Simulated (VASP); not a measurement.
BAs:

```
CELL_PARAMETERS angstrom
0.00000 2.38850 2.38850
2.38850 0.00000 2.38850
2.38850 2.38850 0.00000
ATOMIC_POSITIONS crystal
B 0.00000 0.00000 0.00000
As 0.25000 0.25000 0.25000
```

- Program: VASP 6.6.1
- Task: relaxation of cell and atoms
- Functional: revPBE
- Potentials or basis: VASP PAW PBE potentials, release 64 (B, As)
- Cutoff: 600 eV
- k mesh: 10 × 10 × 10
- Occupations: gaussian, width 0.02 eV
- Spin: no spin polarisation

At the start: pressure 5.3 GPa; volume 13.63 Å³/atom.

Problem. Where does the relaxation end?

Solution. Over 3 steps the energy falls by 8.7 meV/atom and the volume is 14.17 Å³/atom (+4.0 %); space group F-43m (No. 216, to 0.05 Å).

The path:
```csv
step,energy change (eV),largest force (eV/Å),pressure (GPa),volume (Å³)
1,0.0000,0.0000,5.35,27.25
2,-0.0098,0.0000,-3.14,29.09
3,-0.0174,0.0000,0.00,28.33
```

Final structure:
```
B As
1.0
     0.00000    2.41966    2.41966
     2.41966    0.00000    2.41966
     2.41966    2.41966    0.00000
B As
1 1
Direct
  0.00000 0.00000 0.00000
  0.25000 0.25000 0.25000
```

Caveat: the PAW data sets were made with another functional, which shifts forces and pressure a little.
